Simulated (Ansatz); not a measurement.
# Al2Cu under changes of volume

One of the cells (15.671 Å³/atom); the others are scaled copies at fixed shape and fractional positions:

```xyz
3
Lattice="-2.0303 2.0303 2.8511 2.0303 -2.0303 2.8511 2.0303 2.0303 -2.8511" Properties=species:S:1:pos:R:3 pbc="T T T"
Cu    0.0000    0.0000    2.8511
Al    2.0303    0.0000    1.4255
Al    0.0000    2.0303    1.4255
```

The cell comes from a database or a generator and needn't be the stable form of this composition.

| Quantity | Value |
| --- | --- |
| Program | Ansatz 0.2.0 |
| Functional | PBEsol |
| Potentials or basis | Ansatz PAW |
| Cutoff | 420 eV (not typed: the program's choice for these potentials) |
| k mesh | 9 × 9 × 9 |
| Occupations | fermi-dirac, width 0.05 eV |
| Spin | no spin polarisation |

```csv
volume (Å³/atom),energy over the lowest point (meV/atom),pressure (GPa)
14.730,?,?
15.044,8.37,4.5
15.357,1.91,2.1
15.671,0.00,-0.1
15.984,2.14,-2.1
16.297,7.92,-3.8
16.611,16.96,-5.4
```

Task: What does the run at 14.730 Å³/atom give?

Result: Energy over the lowest point 19.86 meV/atom; pressure 7.3 GPa.

Worked out: A Birch-Murnaghan fit of order 3 (a polynomial in V^(-2/3)) to the other rows has its minimum at 15.66 Å³/atom with B0 = V·E''(V) = 104 GPa and B' = 4.6 at fixed shape and positions, which overstates the stiffness. It gives 19.96 meV/atom at 14.730 Å³/atom, against the run's 19.86, and -dE/dV = 7.3 GPa, against 7.3.

Energies are extrapolated to zero smearing.

Caveats: the PAW data sets come from PBE, with cores solved anew for the run's functional, which leaves a small shift of forces and pressure.
